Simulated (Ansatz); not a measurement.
# SnS: the cost of one run

Method: DFT PBEsol, scalar-relativistic, plane waves, PAW, in Ansatz 0.2.0.

1 further run of the same task is left out (set aside as unsound or not needed).

## Step 1: The starting structure

Symmetry: Pnma, No. 62, orthorhombic system. The conventional cell has a = 11.097 Å, b = 3.984 Å, c = 4.231 Å, α = 90.00°, β = 90.00°, γ = 90.00°. Sn (site symmetry m) is surrounded by 3 S at 2.63 to 2.67 Å. S (site symmetry m) is surrounded by 3 Sn at 2.63 to 2.67 Å.

Coordinates:

```xyz
8
Lattice="11.0974 0.0000 0.0000 0.0000 3.9845 0.0000 0.0000 0.0000 4.2313" Properties=species:S:1:pos:R:3 pbc="T T T"
Sn    1.3152    0.9961    0.4693
Sn    4.2335    2.9884    2.5849
Sn    6.8640    0.9961    1.6464
Sn    9.7822    2.9884    3.7620
S     9.4695    0.9961    2.0062
S     7.1766    2.9884    4.1218
S     3.9208    0.9961    0.1094
S     1.6279    2.9884    2.2251
```

It is the result of an earlier relaxation at this level (volume 23.39 Å³/atom; gap on the mesh: 0.74 eV).

The bulk reference comes from a run made before at the same settings: -3417.8230 eV/atom.

## Step 2: Cutting the (101) slab

Miller indices refer to the conventional cell of the relaxed bulk, Pnma (No. 62): a = 11.097 Å, b = 3.984 Å, c = 4.231 Å, α = 90.00°, β = 90.00°, γ = 90.00°.

Cut from the relaxed bulk: a (101) slab, 7.0 Å thick as cut, with 15 Å of vacuum; its outer planes are S (top) and S (bottom).

The slab as cut. Its planes from the bottom up:

| plane | atoms per cell | height over the lowest (Å) |
| --- | --- | --- |
| 1 | S2 | 0.00 |
| 2 | Sn | 0.49 |
| 3 | Sn2 | 1.40 |
| 4 | Sn | 2.30 |
| 5 | S2 | 2.79 |
| 6 | S2 | 3.95 |
| 7 | Sn | 4.44 |
| 8 | Sn2 | 5.35 |
| 9 | Sn | 6.26 |
| 10 | S2 | 6.75 |

## Step 3: The slab as cut, atoms at the bulk's places

The cell repeats along c, and a dipole correction in the vacuum removes the field between the copies.

Contents of input.yaml:

```yaml
crystal:
  lattice:
    - [3.9844785166, 0.0, 0.0]
    - [0.0, 11.8767121221, 0.0]
    - [0.0, 0.0, 21.9518213276]
  atoms:
    - { symbol: S, position: [0.25, 0.5678939742, 0.3416572998] }
    - { symbol: S, position: [0.25, 0.0613287985, 0.3509731707] }
    - { symbol: Sn, position: [0.25, 0.7836759337, 0.3686274978] }
    - { symbol: Sn, position: [0.25, 0.2555229007, 0.4085761658] }
    - { symbol: Sn, position: [0.75, 0.4906263356, 0.4113189082] }
    - { symbol: Sn, position: [0.75, 0.9624733025, 0.4512675761] }
    - { symbol: S, position: [0.75, 0.6848204378, 0.4689219032] }
    - { symbol: S, position: [0.75, 0.1782552621, 0.4782377742] }
    - { symbol: S, position: [0.25, 0.4409685924, 0.5217622258] }
    - { symbol: S, position: [0.25, 0.9344034167, 0.5310780968] }
    - { symbol: Sn, position: [0.25, 0.6567505519, 0.5487324239] }
    - { symbol: Sn, position: [0.25, 0.1285975189, 0.5886810918] }
    - { symbol: Sn, position: [0.75, 0.3637009537, 0.5914238342] }
    - { symbol: Sn, position: [0.75, 0.8355479207, 0.6313725022] }
    - { symbol: S, position: [0.75, 0.5578950559, 0.6490268293] }
    - { symbol: S, position: [0.75, 0.0513298802, 0.6583427002] }
basis:
  ecutwfc: 420
kpoints:
  mp_grid: { grid: [7, 3, 1] }
hamiltonian:
  xc: pbesol
scf:
  occupations: { method: gaussian, width: 0.05 }
output:
  forces: true
  stress: true
  eigenvalues: true
  write_density: true
  write_potential: true
  elf: true
  volumetric_format: npy
efield:
  axis: 3
  dipole_correction: true
```

On the command line:

```bash
$ ansatz run input.yaml --threads 2 --pin off --max-ram 5120MiB --backend cpu --events-out ev --progress --plain --runs-dir out
```

What time and memory should one allow on 2 threads of Intel Xeon at 2.50GHz (Skylake/Cascade Lake), shared host?

About 1.9 min, with a peak of 1.7 GiB.
